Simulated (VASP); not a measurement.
Input of a VASP 6.6.1 run:

File INCAR:

```
SYSTEM = K
  PREC = Accurate
  ENCUT = 600
  EDIFF = 1E-6
  ISMEAR = -1
  SIGMA = 0.05
  LREAL = .FALSE.
  LASPH = .TRUE.
  NELM = 80
  ALGO = Normal
  ISIF = 2
  LWAVE = .FALSE.
  LCHARG = .FALSE.
  LDIPOL = .TRUE.
  IDIPOL = 3
  DIPOL = 0.5 0.5 0.500
  GGA = PE
  IBRION = 2
  NSW = 60
  EDIFFG = -0.01
```

KPOINTS

```
regular mesh
0
G
  5 5 1
  0 0 0
```

File POSCAR:

```
K
1.0
    4.7623960204      0.0000000000      0.0000000000
   -2.3811980102      4.1243559365      0.0000000000
    0.0000000000      0.0000000000     30.6599426400
K
5
Selective dynamics
Direct
    0.6666666700      0.3333333400      0.2446188529  F F F
    0.3333333300      0.6666666600      0.3723094265  F F F
    0.6666666700      0.3333333400      0.5000000000  T T T
    0.3333333300      0.6666666600      0.6276905735  T T T
    0.6666666700      0.3333333400      0.7553811471  T T T
```

Potentials or basis: VASP PAW PBE potentials, release 64 (K_sv_GW).

Command:

```console
$ cat potpaw_PBE.64/K_sv_GW/POTCAR > POTCAR
$ mpirun -np 1 vasp_std > vasp.out
```

(1) Predict the energy gained by relaxing.

(2) Estimate the band gap on the k mesh.

## Answers

(1) 1.4 meV/atom.

(2) none (metal or under the smearing width).
